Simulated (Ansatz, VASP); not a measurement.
**Be: VASP beside Ansatz**

File INCAR:

```
SYSTEM = Be
PREC = Accurate
ENCUT = 600
EDIFF = 1E-6
ISMEAR = 0
SIGMA = 0.1
LREAL = .FALSE.
LASPH = .TRUE.
NELM = 60
ALGO = Normal
ISIF = 3
LWAVE = .FALSE.
LCHARG = .FALSE.
GGA = PS
IBRION = 2
NSW = 90
EDIFFG = -0.04
```

Contents of KPOINTS:

```
Automatic mesh
0
G
  6 6 6
  0 0 0
```

File POSCAR:

```
Be
1.0
    2.9132112873      0.0000000000      0.0000000000
   -1.4566056437      2.5229149814      0.0000000000
    0.0000000000      0.0000000000      3.3051357248
Be
3
Direct
    0.2254000000      0.0000000000      0.3333333333
    0.0000000000      0.2254000000      0.6666666667
    0.7746000000      0.7746000000      0.0000000000
```

Input for Ansatz:

```yaml
crystal:
  lattice:
    - [2.9132112873, 0.0, 0.0]
    - [-1.4566056437, 2.5229149814, 0.0]
    - [0.0, 0.0, 3.3051357248]
  atoms:
    - { symbol: Be, position: [0.2254, 0.0, 0.3333333333] }
    - { symbol: Be, position: [0.0, 0.2254, 0.6666666667] }
    - { symbol: Be, position: [0.7746, 0.7746, 0.0] }
basis:
  ecutwfc: 420
kpoints:
  mp_grid: { grid: [6, 6, 6] }
hamiltonian:
  xc: pbesol
scf:
  occupations: { method: gaussian, width: 0.1 }
  lower_state_search: "off"
output:
  forces: true
  stress: true
  eigenvalues: true
relax:
  adjacent_minimum: "off"
  f_tol: 0.04
  max_steps: 70
  cell: { stress_tol: 0.4 }
```

Alike in both runs: task relaxation of cell and atoms; functional PBEsol; k mesh 6 × 6 × 6; occupations gaussian, width 0.1 eV; no spin polarisation.

|  | VASP | Ansatz |
| --- | --- | --- |
| version | VASP 6.6.1 | Ansatz 0.2.0 |
| potentials or method | VASP PAW PBE potentials, release 64 (Be) | scalar-relativistic, plane waves, PAW |
| plane-wave cutoff (eV) | 600 | 420 |
| valence electrons in the cell | 6 | 6 |

|  | VASP | Ansatz | Ansatz less VASP |
| --- | --- | --- | --- |
| gap on the k mesh at the Fermi level, each at its own relaxed structure (eV) | none | none | - |
| relaxed volume (Å³/atom) | 7.79 | 7.73 | -0.058 |
| relaxed cell length with the largest relative difference (Å) | 3.535 | 3.525 | -0.0104 |
| energy change over the relaxation (meV/atom) | -2186 | -2176 | +9.6 |

A gap of «none» marks a metal or a gap that the smearing closes.

Caveats: the k mesh is coarse (spacing up to 0.42 Å⁻¹), so the values aren't converged; the PAW data sets were made with another functional, which shifts forces and pressure a little (VASP).
